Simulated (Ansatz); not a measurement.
## Band table of PbS (zincblende type)

```yaml
crystal:
  lattice:
    - [0.00000, 3.23683, 3.23683]
    - [3.23683, 0.00000, 3.23683]
    - [3.23683, 3.23683, 0.00000]
  atoms:
    - { symbol: Pb, position: [0.00000, 0.00000, 0.00000] }
    - { symbol: S, position: [0.25000, 0.25000, 0.25000] }
```

The cell comes from a relaxation on PAW files under the same functional, begun from a prototype that needn't be the stable phase.

All numbers are LDA results (scalar-relativistic) from Ansatz 0.2.0, with a Γ-centred 12×12×12 k mesh, Fermi–Dirac smearing of 0.1 eV, no spin polarisation. Methods: LAPW: all electrons, basis error target 1 meV/atom.

Spin–orbit coupling is left out, which matters for the heavy atoms.

Path points, in fractions of the reciprocal vectors: Γ (0.000, 0.000, 0.000), X (-0.500, -0.500, 0.000), U (-0.375, -0.375, 0.250), K (-0.375, 0.000, 0.375), L (0.000, 0.000, 0.500), W (-0.500, -0.250, 0.250). The distance column jumps between branches of the path. Levels in eV from the valence-band top; bands 16 to 28, counted from the lowest band of the run. The gap is 0.46 eV, the pressure 0.01 GPa.

```
# k(1/Å) point b16 b17 b18 b19 b20 b21 b22 b23 b24 b25 b26 b27 b28
0.000 Γ -16.64 -16.64 -16.64 -16.59 -16.59 -13.01 -5.92 -1.92 -1.92 -1.92 2.32 2.32 2.32
0.139 - -16.65 -16.64 -16.64 -16.59 -16.59 -12.97 -6.06 -2.01 -2.01 -1.79 2.07 2.46 2.46
0.277 - -16.66 -16.63 -16.63 -16.59 -16.58 -12.83 -6.44 -2.25 -2.25 -1.46 1.60 2.83 2.83
0.416 - -16.67 -16.63 -16.63 -16.59 -16.58 -12.63 -6.94 -2.55 -2.55 -1.08 1.15 3.35 3.35
0.555 - -16.69 -16.62 -16.62 -16.59 -16.58 -12.37 -7.47 -2.83 -2.83 -0.78 0.83 3.94 3.94
0.693 - -16.70 -16.61 -16.61 -16.60 -16.58 -12.10 -7.95 -3.06 -3.06 -0.63 0.62 4.53 4.53
0.832 - -16.71 -16.61 -16.61 -16.60 -16.57 -11.88 -8.30 -3.21 -3.21 -0.57 0.50 5.00 5.00
0.971 X -16.72 -16.60 -16.60 -16.60 -16.57 -11.80 -8.43 -3.26 -3.26 -0.56 0.46 5.18 5.18
1.020 - -16.72 -16.60 -16.60 -16.60 -16.57 -11.80 -8.43 -3.28 -3.26 -0.55 0.48 5.15 5.17
1.069 - -16.72 -16.61 -16.61 -16.60 -16.57 -11.79 -8.43 -3.34 -3.24 -0.51 0.57 5.06 5.11
1.118 - -16.71 -16.61 -16.61 -16.60 -16.57 -11.79 -8.43 -3.42 -3.22 -0.47 0.70 4.93 5.02
1.167 - -16.71 -16.61 -16.61 -16.60 -16.58 -11.80 -8.42 -3.52 -3.18 -0.43 0.89 4.76 4.91
1.216 - -16.71 -16.61 -16.61 -16.60 -16.58 -11.80 -8.41 -3.61 -3.14 -0.41 1.12 4.58 4.77
1.265 - -16.71 -16.61 -16.61 -16.59 -16.58 -11.81 -8.39 -3.69 -3.09 -0.41 1.37 4.38 4.62
1.314 U -16.70 -16.62 -16.61 -16.59 -16.58 -11.82 -8.37 -3.76 -3.03 -0.42 1.63 4.18 4.46
1.908 K -16.70 -16.62 -16.61 -16.59 -16.58 -11.82 -8.37 -3.76 -3.03 -0.42 1.63 4.18 4.46
2.055 - -16.70 -16.62 -16.61 -16.59 -16.58 -11.91 -8.24 -3.81 -2.82 -0.53 2.32 3.52 3.96
2.202 - -16.69 -16.62 -16.62 -16.58 -16.58 -12.09 -7.97 -3.63 -2.59 -0.77 2.73 2.95 3.49
2.349 - -16.68 -16.63 -16.63 -16.59 -16.58 -12.34 -7.55 -3.27 -2.36 -1.07 2.36 3.07 3.09
2.496 - -16.67 -16.63 -16.63 -16.59 -16.58 -12.60 -7.03 -2.80 -2.16 -1.38 2.04 2.76 3.08
2.643 - -16.65 -16.64 -16.63 -16.59 -16.58 -12.82 -6.50 -2.35 -2.02 -1.65 1.98 2.52 2.81
2.790 - -16.64 -16.64 -16.64 -16.59 -16.59 -12.96 -6.08 -2.03 -1.95 -1.85 2.16 2.37 2.47
2.938 Γ -16.64 -16.64 -16.64 -16.59 -16.59 -13.01 -5.92 -1.92 -1.92 -1.92 2.32 2.32 2.32
3.058 - -16.64 -16.64 -16.64 -16.59 -16.59 -12.98 -6.03 -1.95 -1.95 -1.89 2.22 2.37 2.37
3.178 - -16.65 -16.64 -16.64 -16.59 -16.59 -12.88 -6.33 -2.05 -2.05 -1.85 2.12 2.52 2.52
3.298 - -16.66 -16.63 -16.63 -16.59 -16.59 -12.73 -6.75 -2.17 -2.17 -1.86 2.21 2.71 2.71
3.418 - -16.67 -16.63 -16.63 -16.58 -16.58 -12.54 -7.19 -2.29 -2.29 -1.94 2.54 2.88 2.88
3.538 - -16.68 -16.63 -16.63 -16.58 -16.58 -12.35 -7.60 -2.40 -2.40 -2.04 2.98 2.99 2.99
3.658 - -16.68 -16.63 -16.63 -16.58 -16.58 -12.20 -7.89 -2.46 -2.46 -2.11 3.05 3.05 3.39
3.778 L -16.69 -16.63 -16.63 -16.58 -16.58 -12.15 -7.99 -2.49 -2.49 -2.14 3.06 3.06 3.55
3.876 - -16.69 -16.63 -16.63 -16.58 -16.58 -12.13 -8.01 -2.80 -2.52 -1.80 2.98 3.12 3.53
3.974 - -16.69 -16.63 -16.62 -16.58 -16.58 -12.09 -8.05 -3.18 -2.60 -1.33 2.80 3.20 3.56
4.072 - -16.69 -16.62 -16.62 -16.59 -16.58 -12.02 -8.12 -3.47 -2.74 -0.90 2.62 3.09 3.87
4.170 - -16.69 -16.62 -16.61 -16.59 -16.58 -11.94 -8.22 -3.65 -2.93 -0.53 2.51 2.90 4.31
4.268 - -16.70 -16.62 -16.61 -16.59 -16.58 -11.86 -8.31 -3.71 -3.14 -0.25 2.48 2.71 4.75
4.366 - -16.70 -16.62 -16.61 -16.59 -16.58 -11.80 -8.38 -3.67 -3.35 -0.06 2.49 2.56 4.96
4.464 W -16.70 -16.62 -16.61 -16.59 -16.58 -11.78 -8.41 -3.55 -3.53 0.00 2.50 2.52 4.97
4.534 - -16.70 -16.62 -16.61 -16.59 -16.58 -11.78 -8.41 -3.54 -3.51 -0.03 2.04 3.00 4.98
4.603 - -16.71 -16.62 -16.61 -16.59 -16.58 -11.79 -8.41 -3.50 -3.48 -0.10 1.61 3.50 5.02
4.672 - -16.71 -16.61 -16.61 -16.60 -16.58 -11.79 -8.42 -3.45 -3.43 -0.22 1.23 3.99 5.07
4.742 - -16.71 -16.61 -16.61 -16.60 -16.58 -11.79 -8.42 -3.38 -3.37 -0.34 0.91 4.44 5.11
4.811 - -16.71 -16.61 -16.61 -16.60 -16.57 -11.79 -8.43 -3.32 -3.32 -0.45 0.66 4.82 5.15
4.880 - -16.72 -16.61 -16.60 -16.60 -16.57 -11.79 -8.43 -3.28 -3.28 -0.53 0.51 5.09 5.18
4.950 X -16.72 -16.60 -16.60 -16.60 -16.57 -11.80 -8.43 -3.26 -3.26 -0.56 0.46 5.18 5.18
```
